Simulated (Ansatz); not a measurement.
A surface is cut from this relaxed crystal of ZrSi₂:

```cif
data_structure
_symmetry_space_group_name_H-M 'Cmcm'
_symmetry_Int_Tables_number 63
_cell_length_a 3.7042
_cell_length_b 14.7873
_cell_length_c 3.6796
_cell_angle_alpha 90.000
_cell_angle_beta 90.000
_cell_angle_gamma 90.000
_cell_volume 201.55
loop_
_atom_site_label
_atom_site_type_symbol
_atom_site_symmetry_multiplicity
_atom_site_Wyckoff_symbol
_atom_site_fract_x
_atom_site_fract_y
_atom_site_fract_z
_atom_site_occupancy
Zr1 Zr 4 c 0.00000 0.10534 0.75000 1
Si1 Si 4 c 0.50000 0.05309 0.25000 1
Si2 Si 4 c 0.50000 0.24971 0.75000 1
```

Miller indices refer to the conventional cell of Cmcm (No. 63), a = 3.704 Å, b = 14.787 Å, c = 3.680 Å, α = 90.00°, β = 90.00°, γ = 90.00°.

The (001) slab of 6 planes, 9.2 Å thick with 15 Å of vacuum as cut; outer planes ZrSi2 (top) and ZrSi2 (bottom).

Level of theory: DFT PBE, scalar-relativistic, plane waves, PAW (Ansatz 0.2.0). Cutoff 420 eV; k points 10×5×1 on the computed 18-atom cell (Γ-centred); Gaussian smearing, width 0.10 eV; no spin polarisation. The cell repeats along c with a dipole correction in the vacuum.

The work function read from the bulk's Fermi level differs by 0.38 eV, so the slab's middle doesn't match the bulk reference (too thin, or relaxed to another structure or magnetic state).

Results for the relaxed slab:

For the relaxed slab, the surface energy (mean of both faces) is 1.48 J/m² and the work function is 4.26 eV.

Relaxation lowers the energy by 0.181 J/m² a face; the largest move is 0.278 Å.

```csv
plane (bottom to top),atoms,"spacing to next, bulk (Å)",relaxed (Å),change (%),rumpling (Å)
1,ZrSi2,1.840,1.783,-3.1,0.243
2,ZrSi2,1.840,1.884,+2.4,0.062
3,ZrSi2,1.840,1.838,-0.1,0.030
4,ZrSi2,1.840,1.884,+2.4,0.030
5,ZrSi2,1.840,1.783,-3.1,0.062
6,ZrSi2,,,,0.243
```